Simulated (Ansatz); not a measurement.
## Response to strain in Be2C

The reference is Be2C (space group Fm-3m, No. 225).

```xyz
3
Lattice="0.0000 2.1554 2.1554 2.1554 0.0000 2.1554 2.1554 2.1554 0.0000" Properties=species:S:1:pos:R:3 pbc="T T T"
Be     3.2330     3.2330     3.2330
Be     1.0777     1.0777     1.0777
C      0.0000     0.0000     0.0000
```

Cartesian axes are those of the cell as printed.

Strains are applied to the cell and any free atomic positions relax; under biaxial strain the out-of-plane vector relaxes too.

Levels (all Ansatz, a program for electronic structure, PAW): PBEsol (420 eV, no spin-orbit coupling); HSE06 (420 eV, no spin-orbit coupling).

Band gaps by level, all at the geometries relaxed with PBEsol:

```tsv
case	PBEsol	HSE06
base	1.08 eV	1.92 eV
biaxial strain −2.79 %, plane normal [001], relaxed out of plane	0.87 eV	[?]
biaxial strain −0.30 %, plane normal [001], relaxed out of plane	1.06 eV	[?]
biaxial strain +0.19 %, plane normal [001], relaxed out of plane	1.05 eV	[?]
biaxial strain +4.25 %, plane normal [111], relaxed out of plane	0.94 eV	1.80 eV
uniaxial strain ε_yy = −2.43 %	0.72 eV	[?]
tensor shear ε_xy = −0.57 %	1.05 eV	1.89 eV
```

Question: Complete the table.

Answer: 
- biaxial strain −2.79 %, plane normal [001], relaxed out of plane, HSE06: 1.71 eV
- biaxial strain −0.30 %, plane normal [001], relaxed out of plane, HSE06: 1.90 eV
- biaxial strain +0.19 %, plane normal [001], relaxed out of plane, HSE06: 1.88 eV
- uniaxial strain ε_yy = −2.43 %, HSE06: 1.56 eV

Single points use the geometry relaxed with PBEsol. HSE06 gaps are upper bounds (no full band path). Whether these cells are dynamically stable was not tested.
